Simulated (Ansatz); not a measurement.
# SnTe (rocksalt start) from one functional to the next

**Measured values to compare with.**

From “Superconducting properties of the In substituted Topological Crystalline Insulator, SnTe”, 2013, arxiv:1304.4869, for a bulk crystal of SnTe: lattice constant a 6.321 Å.

How close the calculation comes is told at the end.

The compound was started in one structure type and brought to zero pressure at each level (plane-wave PAW code Ansatz, Gaussian smearing of 0.05 eV, scalar-relativistic unless SOC, spin–orbit coupling, is named).

The cell at PBEsol (neighbours within 15 % of each site's shortest distance, so a longer bond may be listed from one end only): Symmetry: Fm-3m, No. 225, cubic system. Conventional cell: a = 6.288 Å, b = 6.288 Å, c = 6.288 Å, α = 90.00°, β = 90.00°, γ = 90.00°. Sn (site symmetry m-3m) is surrounded by 6 Te at 3.14 Å. Te (site symmetry m-3m) is surrounded by 6 Sn at 3.14 Å.

```csv
level,cutoff (eV),k-mesh,final group,a (Å),V (Å³/atom),gap (eV),B0 (GPa),E_f (eV/atom)
PBEsol,420,8×8×8,Fm-3m,6.288,31.08,under 0.1,48,-0.28
```

Question: Predict the results of PBE (420 eV, 10×10×10 mesh).

Answer: final group Fm-3m, a (Å) 6.410, V (Å³/atom) 32.93, gap (eV) under 0.1, B0 (GPa) 40, E_f (eV/atom) -0.31.

Volumes against PBE: PBEsol −5.6 %. PBEsol < PBE is the usual order of volumes: a stronger gradient correction lowers the energy of inhomogeneous, expanded densities and so lengthens the bonds (here 1.9 % in length from PBEsol to PBE, a third of the change in volume). Of these two, the larger cell is the softer: stretching the PBEsol crystal to the PBE volume along its own (Murnaghan) curve would take its modulus to B0 (V0/V)^B0′ = 48 × (31.08/32.93)^4.7 = 37 GPa, against 40 GPa found, so volume alone would soften it more than is found. The formation energy spans 0.03 eV/atom over the functionals (PBE lowest, PBEsol highest); the spread holds the functional's effect on the elements as well as on the compound.

Measured a = 6.321 Å (“Superconducting properties of the In substituted Topological Crystalline Insulator, SnTe”, 2013, arxiv:1304.4869); the levels miss it by −0.5 % (PBEsol), +1.4 % (PBE). PBEsol comes closest. The calculated cells are static, while the measured one holds zero-point and thermal expansion, usually some tenths of a per cent in a lattice constant.

All functionals run on datasets generated with PBE. Gaps are (generalised) Kohn–Sham gaps. E_f is the formation energy from the elements run alike, at 0 K, without zero-point energy or dispersion between the molecules, chains or layers of the solid elements; it is good to about 0.01 eV/atom as a calculation.

All runs used the PAW datasets of the set soft_2.
